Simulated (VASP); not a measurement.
A run of VASP 6.6.1 is set up as follows.

File POSCAR:

```
BAs
1.0
    0.0000000000      2.3885000000      2.3885000000
    2.3885000000      0.0000000000      2.3885000000
    2.3885000000      2.3885000000      0.0000000000
As B
1 1
Direct
    0.7500000000      0.7500000000      0.7500000000
    0.0000000000      0.0000000000      0.0000000000
```

The input INCAR.step1:

```
SYSTEM = BAs
ALGO = Normal ; EDIFF = 1E-7
ENCUT = 520 ; GGA = PS
ISIF = 2 ; ISMEAR = -1
LASPH = .TRUE. ; LCHARG = .TRUE.
LREAL = .FALSE. ; LWAVE = .FALSE.
NELM = 80 ; PREC = Accurate
SIGMA = 0.05
```

File KPOINTS.step1:

```
k-points
0
G
  10 10 10
  0 0 0
```

INCAR.step2

```
SYSTEM = BAs
ALGO = Normal ; EDIFF = 1E-7
ENCUT = 520 ; GGA = PS
ICHARG = 11 ; ISIF = 2
ISMEAR = 0 ; LASPH = .TRUE.
LCHARG = .FALSE. ; LREAL = .FALSE.
LWAVE = .FALSE. ; NELM = 80
PREC = Accurate ; SIGMA = 0.05
```

File KPOINTS.step2:

```
path GXWKGLUWLK,UX
10
line-mode
reciprocal
 0.0000000000  0.0000000000  0.0000000000  G
 0.5000000000  0.0000000000  0.5000000000  X

 0.5000000000  0.0000000000  0.5000000000  X
 0.5000000000  0.2500000000  0.7500000000  W

 0.5000000000  0.2500000000  0.7500000000  W
 0.3750000000  0.3750000000  0.7500000000  K

 0.3750000000  0.3750000000  0.7500000000  K
 0.0000000000  0.0000000000  0.0000000000  G

 0.0000000000  0.0000000000  0.0000000000  G
 0.5000000000  0.5000000000  0.5000000000  L

 0.5000000000  0.5000000000  0.5000000000  L
 0.6250000000  0.2500000000  0.6250000000  U

 0.6250000000  0.2500000000  0.6250000000  U
 0.5000000000  0.2500000000  0.7500000000  W

 0.5000000000  0.2500000000  0.7500000000  W
 0.5000000000  0.5000000000  0.5000000000  L

 0.5000000000  0.5000000000  0.5000000000  L
 0.3750000000  0.3750000000  0.7500000000  K

 0.6250000000  0.2500000000  0.6250000000  U
 0.5000000000  0.0000000000  0.5000000000  X
```

Potentials or basis: VASP PAW PBE potentials, release 64 (As, B).

Launch:

```console
$ cat potpaw_PBE.64/As/POTCAR potpaw_PBE.64/B/POTCAR > POTCAR
$ cp INCAR.step1 INCAR
$ cp KPOINTS.step1 KPOINTS
$ mpirun -np 1 vasp_std > vasp.out
$ cp INCAR.step2 INCAR
$ cp KPOINTS.step2 KPOINTS
$ mpirun -np 1 vasp_std > vasp.out
```

(1) Predict the band gap along the path.

(2) What does it give for the band gap on the k mesh?

## Answers

(1) 1.08 eV, indirect (least direct gap 3.24 eV).

(2) 1.08 eV, indirect (least direct gap 3.24 eV).

Caveat: the log is that of the step along the path at fixed density, whose energy, stress, charges and moments have no meaning.
